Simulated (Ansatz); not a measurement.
**Molecular dynamics of C**

The input (input.yaml):

```yaml
crystal:
  lattice:
    - [7.398, 0.0, 0.0]
    - [-3.699, 6.406856, 0.0]
    - [0.0, 0.0, 12.0]
  atoms:
    - { symbol: C, position: [-0.00271791, 0.00159103, 0.08157483] }
    - { symbol: C, position: [0.22770919, 0.11597626, 0.08387336] }
    - { symbol: C, position: [0.00067049, 0.33287473, 0.08686774] }
    - { symbol: C, position: [0.22306349, 0.44635846, 0.08685451] }
    - { symbol: C, position: [-0.00378471, 0.66548622, 0.07909184] }
    - { symbol: C, position: [0.22638142, 0.77832814, 0.08638899] }
    - { symbol: C, position: [0.32938686, -0.00226123, 0.09209704] }
    - { symbol: C, position: [0.55411514, 0.11188901, 0.0881051] }
    - { symbol: C, position: [0.33137126, 0.33254933, 0.08460692] }
    - { symbol: C, position: [0.55599109, 0.44171988, 0.07827926] }
    - { symbol: C, position: [0.33616261, 0.66927561, 0.08273941] }
    - { symbol: C, position: [0.55646182, 0.7768739, 0.0841111] }
    - { symbol: C, position: [0.6611392, -0.00472259, 0.08626683] }
    - { symbol: C, position: [0.88834317, 0.11061344, 0.08600073] }
    - { symbol: C, position: [0.66422812, 0.32984497, 0.07520083] }
    - { symbol: C, position: [0.88923882, 0.44691138, 0.07482566] }
    - { symbol: C, position: [0.67091399, 0.66948152, 0.08190818] }
    - { symbol: C, position: [0.89132594, 0.77720987, 0.08120761] }
basis:
  ecutwfc: 420.0
kpoints:
  mp_grid: { grid: [2, 2, 1] }
hamiltonian:
  xc: pbesol
  pseudopotentials: { kind: paw, azcp: { folder: soft_1 } }
scf:
  occupations: { method: fermi_dirac, width: 0.02 }
  lower_state_search: "off"
md:
  timestep: 1
  n_steps: 120
  ensemble: nve
  temperature: 450.0
  initial_velocities: maxwell_boltzmann
  seed: 631752
```

Launched with:

```bash
$ ansatz run input.yaml --threads 1 --pin off --max-ram 3072MiB --backend cpu --events-out ev --progress --plain --runs-dir out
```

It goes on from the last frame of an earlier run, with new velocities.

Output, in part (step lines):

```
md step     0: t =     0.00 fs  T =   450.0 K  F+E_penalty+E_count = -4439.51816572 eV  E_kin = 0.988839 eV  conserved = -4438.52932672 eV  (17 SCF iters)
md step     1: t =     1.00 fs  T =   436.5 K  F+E_penalty+E_count = -4439.48799901 eV  E_kin = 0.959168 eV  conserved = -4438.52883107 eV  (14 SCF iters)
md step     2: t =     2.00 fs  T =   407.9 K  F+E_penalty+E_count = -4439.42415905 eV  E_kin = 0.896293 eV  conserved = -4438.52786640 eV  (16 SCF iters)
md step     3: t =     3.00 fs  T =   370.5 K  F+E_penalty+E_count = -4439.34098280 eV  E_kin = 0.814151 eV  conserved = -4438.52683198 eV  (14 SCF iters)
md step     4: t =     4.00 fs  T =   331.4 K  F+E_penalty+E_count = -4439.25420895 eV  E_kin = 0.728164 eV  conserved = -4438.52604491 eV  (11 SCF iters)
md step     5: t =     5.00 fs  T =   296.1 K  F+E_penalty+E_count = -4439.17634792 eV  E_kin = 0.650734 eV  conserved = -4438.52561369 eV  (5 SCF iters)
md step     6: t =     6.00 fs  T =   268.3 K  F+E_penalty+E_count = -4439.11502604 eV  E_kin = 0.589638 eV  conserved = -4438.52538803 eV  (5 SCF iters)
md step     7: t =     7.00 fs  T =   250.1 K  F+E_penalty+E_count = -4439.07472351 eV  E_kin = 0.549549 eV  conserved = -4438.52517432 eV  (5 SCF iters)
[... lines left out ...]
md step   120: t =   120.00 fs  T =   269.1 K  F+E_penalty+E_count = -4439.11648327 eV  E_kin = 0.591289 eV  conserved = -4438.52519469 eV  (11 SCF iters)
```

The steps, from the saved trajectory:

```
time (fs)  T (K)  potential energy less start (eV)  conserved less start (meV/atom)
      0.0    450                             0.000                             0.00
      4.0    331                             0.264                             0.18
      8.0    243                             0.459                             0.24
     12.0    327                             0.272                             0.13
     16.0    369                             0.178                             0.03
     20.0    269                             0.403                             0.26
     24.0    314                             0.300                             0.10
     28.0    315                             0.300                             0.13
     32.0    275                             0.389                             0.21
     36.0    315                             0.298                             0.11
     40.0    330                             0.267                             0.15
     44.0    353                             0.215                             0.13
     48.0    341                             0.240                             0.10
     52.0    282                             0.373                             0.23
     56.0    342                             0.238                             0.10
     60.0    341                             0.241                             0.10
     64.0    307                             0.320                             0.27
     68.0    434                             0.034                            -0.01
     72.0    330                             0.266                             0.15
     76.0    190                             0.576                             0.34
     80.0    355                             0.209                             0.01
     84.0    372                             0.172                             0.10
     88.0    295                             0.343                             0.18
     92.0    279                             0.379                             0.15
     96.0    283                             0.369                             0.17
    100.0    317                             0.293                             0.10
    104.0    301                             0.331                             0.18
    108.0    344                             0.235                             0.15
    112.0    406                             0.098                             0.07
    116.0    323                             0.281                             0.15
    120.0    269                             0.402                             0.23
```

The run went to its last step. The conserved energy stayed within 0.35 meV per atom of its start (net change 0.23 meV per atom), so the integration is sound. A run of 0.12 ps of so small a system gives no equilibrium averages. Limits of this set-up: coarse k mesh, slab without dipole correction, PAW files made for another functional.

Mean squared displacements from the first frame to the last, about the centre of mass: C 0.00 Å².

Last frame:

```xyz
18
Lattice="7.3980 0.0000 0.0000 -3.6990 6.4069 0.0000 0.0000 0.0000 12.0000" Properties=species:S:1:pos:R:3
C -0.013 0.036 0.996
C 1.186 0.716 1.035
C -1.248 2.167 1.028
C -0.001 2.866 1.099
C -2.453 4.271 0.966
C -1.228 4.949 1.045
C 2.445 0.011 1.040
C 3.732 0.726 1.040
C 1.262 2.169 0.974
C 2.456 2.833 0.907
C -0.010 4.244 0.957
C 1.237 4.970 0.971
C 4.939 0.018 1.100
C 6.159 0.673 1.018
C 3.717 2.128 0.897
C 4.928 2.809 0.907
C 2.452 4.257 1.032
C 3.730 5.004 0.988
```

The run took 13 min on 1 thread of Arm Neoverse V2, on a shared host, peak memory 0.67 GiB.
